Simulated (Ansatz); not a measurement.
In2O3:

```
In O
1.0
     2.74350    1.58396    4.83667
    -2.74350    1.58396    4.83667
     0.00000   -3.16792    4.83667
In O
4 6
Direct
  0.85731 0.85731 0.85731
  0.64269 0.64269 0.64269
  0.14269 0.14269 0.14269
  0.35731 0.35731 0.35731
  0.04800 0.75000 0.45200
  0.75000 0.45200 0.04800
  0.45200 0.04800 0.75000
  0.95200 0.25000 0.54800
  0.25000 0.54800 0.95200
  0.54800 0.95200 0.25000
```

Base run:

* Program: Ansatz 0.2.0
* Functional: PBEsol
* Potentials or basis: Ansatz PAW
* Cutoff: 420 eV
* Density cutoff: 1680 eV
* k mesh: 6 × 6 × 6
* Occupations: fermi-dirac, width 0.05 eV
* Spin: no spin polarisation

Its results: band gap on the k mesh 1.20 eV, indirect (least direct gap 1.25 eV); pressure 2.0 GPa; largest force 0.158 eV/Å.

Q: The run is repeated on the same cell with these changes: functional from PBEsol to r2SCAN; cutoff from 420 eV to 500 eV; density cutoff from 1680 eV to 2000 eV; occupations from fermi-dirac, width 0.05 eV to fixed; potential files from those of the base run to others of the same set. What comes out?

A: Band gap on the k mesh 1.89 eV, indirect (least direct gap 1.91 eV); pressure 2.1 GPa; largest force 0.131 eV/Å.

Caveats: spin-orbit coupling is left out, which moves the levels of the heavy elements; the PAW data sets come from PBE, with cores solved anew for the run's functional, which leaves a small shift of forces and pressure.

Not every run made on this cell is shown here.
